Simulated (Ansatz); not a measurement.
Gradients in Si3N4 at several cell volumes

Reference cell: a structure deposited in the COD, whose atoms a relaxation with PBE at fixed cell left in place.

```cif
data_Si3N4
_symmetry_space_group_name_H-M 'I-43d'
_symmetry_Int_Tables_number 220
_cell_length_a 6.4747
_cell_length_b 6.4747
_cell_length_c 6.4747
_cell_angle_alpha 90.000
_cell_angle_beta 90.000
_cell_angle_gamma 90.000
loop_
_atom_site_label
_atom_site_type_symbol
_atom_site_symmetry_multiplicity
_atom_site_Wyckoff_symbol
_atom_site_fract_x
_atom_site_fract_y
_atom_site_fract_z
Si Si 12 b 0.3750 0.5000 0.7500
N N 16 c 0.2814 0.2814 0.2814
```

One atom of each set is listed; the run and its k-mesh use a cell of 14 atoms with edges of 5.61, 5.61, 5.61 Å.

The numbers come from a DFT calculation in Ansatz (PBE, plane waves and PAW, scalar-relativistic, 420 eV cutoff, Γ-centred 6×6×6 k-points, Fermi–Dirac smearing 0.02 eV).

The cell is scaled uniformly, and the ions relax again at each size.

Question: How do the gradients (10²¹ V/m²) respond?

Answer: 

| V/V₀ | Si V_zz (η) | N V_zz (η) |
| --- | --- | --- |
| 0.94 | 0.24 (0.00) | -5.24 (0.00) |
| 0.96 | 0.11 (0.00) | -5.42 (0.00) |
| 0.98 | 0.011 (0.00) | -5.60 (0.00) |
| 1.00 | -0.10 (0.00) | -5.77 (0.00) |
| 1.02 | -0.11 (0.00) | -5.94 (0.00) |
| 1.04 | -0.20 (0.00) | -6.10 (0.00) |
| 1.06 | -0.25 (0.00) | -6.26 (0.00) |

Logarithmic slopes d ln|V_zz|/d ln V over the series, for the sites that change steadily: N 1.5. Point charges on a uniformly scaled lattice would give −1; atoms that shift within the cell as it changes, and charge that moves in the bonds, make the difference.

On Si the rows don't lie on one smooth curve; each relaxation stops at forces of about 0.02 eV/Å, which can cause such scatter.
